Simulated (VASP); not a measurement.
# CoSi (Pm-3m) in VASP: further runs

One crystal, CoSi, is run at these levels: PBEsol; tasks: single point.

All numbers are computed with VASP 6.6.1; they aren't measurements. Logs are shortened: lines on timing, memory, paths and dates and some standing lists are left out, and cuts for length are marked.

## (1) The crystal as given

The structure is cubic, space group Pm-3m (No. 221). Conventional cell: a = 2.781 Å, b = 2.781 Å, c = 2.781 Å, α = 90.00°, β = 90.00°, γ = 90.00°. Co (site symmetry m-3m) has 8 Si at 2.41 Å as nearest neighbours. Around Si (site symmetry m-3m) lie 8 Co at 2.41 Å.

Measurements of this composition are mostly on another form, of space group No. 198.

## (2) Single point, PBEsol, collinear spin, ferromagnetic start

Contents of INCAR:

```
ADDGRID = False
ALGO = Normal
EDIFF = 1E-7
ENCUT = 550
GGA = PS
ISIF = 2
ISMEAR = 1
ISPIN = 2
LASPH = True
LCHARG = False
LMAXMIX = 4
LORBIT = 11
LREAL = False
LWAVE = False
MAGMOM = 2 0
NELM = 100
PREC = Accurate
SIGMA = 0.15
```

Contents of KPOINTS:

```
k-points
0
Gamma
  9 9 9
```

Contents of POSCAR:

```
CoSi
1.0
    2.7813340000      0.0000000000      0.0000000000
    0.0000000000      2.7813340000      0.0000000000
    0.0000000000      0.0000000000      2.7813340000
Co Si
1 1
Direct
    0.0000000000      0.0000000000      0.0000000000
    0.5000000000      0.5000000000      0.5000000000
```

Potentials or basis: VASP PAW PBE potentials, release 64 (Co, Si).

The run is started by

```sh
$ cat potpaw_PBE.64/Co/POTCAR potpaw_PBE.64/Si/POTCAR > POTCAR
$ mpirun -np 1 vasp_std > vasp.out
```

OUTCAR:

```text
EDIFF = 1E-7
   ENCUT = 550
   GGA = PS
   ISIF = 2
   ISMEAR = 1
   ISPIN = 2
   LASPH = True
   LORBIT = 11
   LREAL = False
   NELM = 100
   PREC = Accurate

 Found     35 irreducible k-points:

 Following reciprocal coordinates:
            Coordinates               Weight
  0.000000  0.000000  0.000000      1.000000
  0.111111  0.000000  0.000000      6.000000
  0.222222  0.000000  0.000000      6.000000
  0.333333  0.000000  0.000000      6.000000
  0.444444  0.000000  0.000000      6.000000
  0.111111  0.111111  0.000000     12.000000
   k-points           NKPTS =     35   k-points in BZ     NKDIM =     35   number of bands    NBANDS=     11
   number of dos      NEDOS =    301   number of ions     NIONS =      2
   total plane-waves  NPLWV =  13824
   dimension x,y,z NGX =    24 NGY =   24 NGZ =   24
   dimension x,y,z NGXF=    48 NGYF=   48 NGZF=   48
   ions per type =               1   1
   NGX,Y,Z   is equivalent  to a cutoff of  14.35, 14.35, 14.35 a.u.
   NGXF,Y,Z  is equivalent  to a cutoff of  28.69, 28.69, 28.69 a.u.
 SYSTEM =  unknown system
   PREC   = accura    normal or accurate (medium, high low for compatibility)
   ISTART =      0    job   : 0-new  1-cont  2-samecut
   ICHARG =      2    charge: 1-file 2-atom 10-const
   ISPIN  =      2    spin polarized calculation?
   LNONCOLLINEAR =      F non collinear calculations
   LSORBIT =      F    spin-orbit coupling
   LASPH  =      T    aspherical Exc in radial PAW
   ENCUT  =  550.0 eV  40.42 Ry    6.36 a.u.   5.32  5.32  5.32*2*pi/ulx,y,z
   NELM   =    100;   NELMIN=  2; NELMDL= -5     # of ELM steps
   EDIFF  = 0.1E-06   stopping-criterion for ELM
   LREAL  =      F    real-space projection
   EDIFFG = 0.1E-05   stopping-criterion for IOM
   NSW    =      0    number of steps for IOM
   IBRION =     -1    ionic relax: 0-MD 1-quasi-New 2-CG
   NFREE  =      0    steps in history (QN), initial steepest desc. (CG)
   ISIF   =      2    stress and relaxation
   ISYM   =      2    0-nonsym 1-usesym 2-fastsym
   POTIM  = 0.5000    time-step for ionic-motion
   TEBEG  =    0.0;   TEEND  =   0.0 temperature during run
   PSTRESS=    0.0 pullay stress
   NELECT =      13.0000    total number of electrons
   NUPDOWN=      -1.0000    fix difference up-down
   EMIN   =  10.00;   EMAX   =-10.00  energy-range for DOS
   EFERMI =   0.00;   METHOD = LEGACY
   ISMEAR =     1;   SIGMA  =   0.15  broadening in eV -4-tet -1-fermi 0-gaus
   EFERMI_NEDOS =   21; number of points for ismear=-14 and -15
   IALGO  =     38    algorithm
   IMIX   =      4    mixing-type and parameters
     AMIX     =   0.40;   BMIX     =  1.00
     AMIX_MAG =   1.60;   BMIX_MAG =  1.00
  volume/ion in A,a.u.               =      10.76        72.60
  Fermi-wavevector in a.u.,A,eV,Ry     =   1.384000  2.615381 26.061367  1.915456
  Thomas-Fermi vector in A             =   2.508545
   LORBIT       =     11    0 simple, 1 ext, 2 COOP (PROOUT), +10 PAW based schemes
   GGA     = PS    functional components
   LHFCALC =     F    Hartree Fock is set to
   AEXX    =    0.0000 exact exchange contribution
   IVDW    =     0    specifies the selected vdW correction
   LEPSILON=     F    determine dielectric tensor
   LRPA    =     F    only Hartree local field effects (RPA)
 spin polarized calculation
 Methfessel and Paxton  Order N= 1 SIGMA  =   0.15
  energy-cutoff  :      550.00
  volume of cell :       21.52
 maximum number of plane-waves:       651
 NGX is ok and might be reduce to    24
   NGX = 11   NGY = 11   NGZ = 11

 number of electron      13.0000003 magnetization       0.4641892

 Free energy of the ion-electron system (eV)
  ---------------------------------------------------
  ext. energy  EPLUGINS =         0.00000000
  ---------------------------------------------------
  free energy    TOTEN  =       -14.53301345 eV

  energy without entropy =      -14.52917550  energy(sigma->0) =      -14.53173413

 E-fermi :  12.7140     XC(G=0): -13.0464

 val. band max:       12.6966276588   @ k =   0.4444   0.4444   0.3333
 cond. band min:      12.7196122751   @ k =   0.2222   0.0000   0.0000
 fundamental gap:      0.0229846162
 Fermi energy:        12.7140134844

 spin component 1

 k-point     1 :       0.0000    0.0000    0.0000
  band No.  band energies     occupation
      1      -1.5231      1.00000
      2       8.6447      1.00000
      3       8.6447      1.00000
      4      11.1912      1.00000
      5      11.1912      1.00000
      6      11.1912      1.00000
      7      15.7136     -0.00000
      8      15.7136     -0.00000
      9      15.7136     -0.00000
     10      20.2081      0.00000
     11      20.2081      0.00000

 k-point     2 :       0.1111    0.0000    0.0000
  band No.  band energies     occupation
      1      -1.2856      1.00000
      2       8.5116      1.00000
      3       8.7233      1.00000
      4      10.9917      1.00000
      5      10.9917      1.00000
      6      11.2085      1.00000
      7      14.3733     -0.00000
      8      16.1170      0.00000
      9      16.1170      0.00000
     10      20.1323      0.00000
     11      21.4115      0.00000

 k-point     3 :       0.2222    0.0000    0.0000
  band No.  band energies     occupation
      1      -0.5838      1.00000
      2       7.8036      1.00000
      3       8.9308      1.00000
      4      10.5713      1.00000
      5      10.5713      1.00000
      6      11.2526      1.00000
      7      12.7196      0.46844
      8      17.1581      0.00000
      9      17.1581      0.00000
     10      19.9211      0.00000
     11      22.7298      0.00000

 k-point     4 :       0.3333    0.0000    0.0000
  band No.  band energies     occupation
      1       0.5438      1.00000
      2       6.2055      1.00000
      3       9.1840      1.00000
      4      10.1837      1.00000
      5      10.1837      1.00000
      6      11.3033      1.00000
      7      12.1118      1.00000
      8      18.6013      0.00000
      9      18.6013      0.00000
     10      19.6425      0.00000
     11      23.7047      0.00000

 k-point     5 :       0.4444    0.0000    0.0000
  band No.  band energies     occupation
      1       1.9471      1.00000
      2       4.3614      1.00000
      3       9.3609      1.00000
      4       9.9638      1.00000
      5       9.9638      1.00000
      6      11.3367      1.00000
      7      12.0669      1.00000
      8      19.4355      0.00000
      9      20.2642      0.00000
     10      20.2642      0.00000
     11      22.7426      0.00000

 k-point     6 :       0.1111    0.1111    0.0000
  band No.  band energies     occupation
      1      -1.0505      1.00000
      2       8.5288      1.00000
      3       8.6788      1.00000
      4      10.7556      1.00000
      5      10.9416      1.00000
      6      11.0979      1.00000
      7      14.5095     -0.00000
      8      14.9459     -0.00000
      9      16.4927      0.00000
     10      20.6854      0.00000
     11      22.2952      0.00000

 [... further k-points ...]

 spin component 2

 k-point     1 :       0.0000    0.0000    0.0000
  band No.  band energies     occupation
      1      -1.5049      1.00000
      2       9.1133      1.00000
      3       9.1133      1.00000
      4      11.5182      1.00000
      5      11.5182      1.00000
      6      11.5182      1.00000
      7      15.7352      0.00000
      8      15.7352      0.00000
      9      15.7352      0.00000
     10      20.4253      0.00000
     11      20.4253      0.00000

 k-point     2 :       0.1111    0.0000    0.0000
  band No.  band energies     occupation
      1      -1.2675      1.00000
      2       8.9290      1.00000
      3       9.1999      1.00000
      4      11.3034      1.00000
      5      11.3034      1.00000
      6      11.5362      1.00000
      7      14.5175     -0.00000
      8      16.1526      0.00000
      9      16.1526      0.00000
     10      20.3287      0.00000
     11      21.5656      0.00000

 k-point     3 :       0.2222    0.0000    0.0000
  band No.  band energies     occupation
      1      -0.5655      1.00000
      2       8.0514      1.00000
      3       9.4301      1.00000
      4      10.8597      1.00000
      5      10.8597      1.00000
      6      11.5822      1.00000
      7      13.1012     -0.00080
      8      17.2139      0.00000
      9      17.2139      0.00000
     10      20.0594      0.00000
     11      22.8369      0.00000

 k-point     4 :       0.3333    0.0000    0.0000
  band No.  band energies     occupation
      1       0.5624      1.00000
      2       6.3082      1.00000
      3       9.7140      1.00000
      4      10.4570      1.00000
      5      10.4570      1.00000
      6      11.6352      1.00000
      7      12.6896      0.63579
      8      18.6693      0.00000
      9      18.6693      0.00000
     10      19.7050      0.00000
     11      23.7789      0.00000

 k-point     5 :       0.4444    0.0000    0.0000
  band No.  band energies     occupation
      1       1.9643      1.00000
      2       4.4190      1.00000
      3       9.9147      1.00000
      4      10.2303      1.00000
      5      10.2303      1.00000
      6      11.6701      1.00000
      7      12.7233      0.44780
      8      19.4425      0.00000
      9      20.3440      0.00000
     10      20.3440      0.00000
     11      22.7888      0.00000

 k-point     6 :       0.1111    0.1111    0.0000
  band No.  band energies     occupation
      1      -1.0323      1.00000
      2       8.9345      1.00000
      3       9.1253      1.00000
      4      11.0596      1.00000
      5      11.2470      1.00000
      6      11.4209      1.00000
      7      14.6927     -0.00000
      8      15.0631     -0.00000
      9      16.5388      0.00000
     10      20.8385      0.00000
     11      22.4137      0.00000

 [... further k-points ...]

------------------------ aborting loop because EDIFF is reached ----------------------------------------

  FORCE on cell =-STRESS in cart. coord.  units (eV):
  Direction    XX          YY          ZZ          XY          YZ          ZX
  --------------------------------------------------------------------------------------
  -------------------------------------------------------------------------------------
  Total       -0.7970375     -0.7970375     -0.7970375     -0.0000000     -0.0000000     -0.0000000
  in kB      -59.3512536    -59.3512536    -59.3512536     -0.0000000     -0.0000000     -0.0000000
  external PRESSURE =     -59.3512536 kB  Pullay stress =       0.0000000 kB

 VOLUME and BASIS-vectors are now :
 -----------------------------------------------------------------------------
  energy-cutoff  :      550.00
  volume of cell :       21.52
      direct lattice vectors                 reciprocal lattice vectors
     2.781334000  0.000000000  0.000000000     0.359539703  0.000000000  0.000000000
     0.000000000  2.781334000  0.000000000     0.000000000  0.359539703  0.000000000
     0.000000000  0.000000000  2.781334000     0.000000000  0.000000000  0.359539703

 POSITION                                       TOTAL-FORCE (eV/Angst)
 -----------------------------------------------------------------------------------
      0.00000      0.00000      0.00000         0.000000      0.000000      0.000000
      1.39067      1.39067      1.39067         0.000000      0.000000      0.000000
 -----------------------------------------------------------------------------------
    total drift:                               -0.000000      0.000000      0.000000

  FREE ENERGIE OF THE ION-ELECTRON SYSTEM (eV)
  ---------------------------------------------------
  free  energy   TOTEN  =       -14.5330134484 eV

  energy  without entropy=      -14.5291754996  energy(sigma->0) =      -14.53173413

 total charge

# of ion       s       p       d       tot
------------------------------------------
    1        0.441   0.587   7.589   8.617
    2        0.717   0.859   0.000   1.576
--------------------------------------------------
tot          1.157   1.446   7.589  10.192

 magnetization (x)

# of ion       s       p       d       tot
------------------------------------------
    1        0.006  -0.001   0.455   0.461
    2        0.007   0.008   0.000   0.015
--------------------------------------------------
tot          0.013   0.007   0.455   0.475
```

Wall time 8.3 s (1 thread of Intel Xeon 6975P-C (Granite Rapids), shared host); peak memory 0.15 GiB.

The run converged, but some of its settings lie outside the range that counts as converged, so its numbers aren't taken as properties of the crystal.

Results:

- Free energy: -14.5330 eV
- Pressure: -5.9 GPa
- Band gap on the k mesh: none (metal or under the smearing width)
- Net moment: 0.46 μB per cell
- Site moments: Co +0.46; Si +0.01 μB
- Valence electrons inside the program's atomic spheres: Co 8.62; Si 1.58

Caveat: the PAW data sets were made with another functional, which shifts forces and pressure a little.

[end of part 1 of 2]
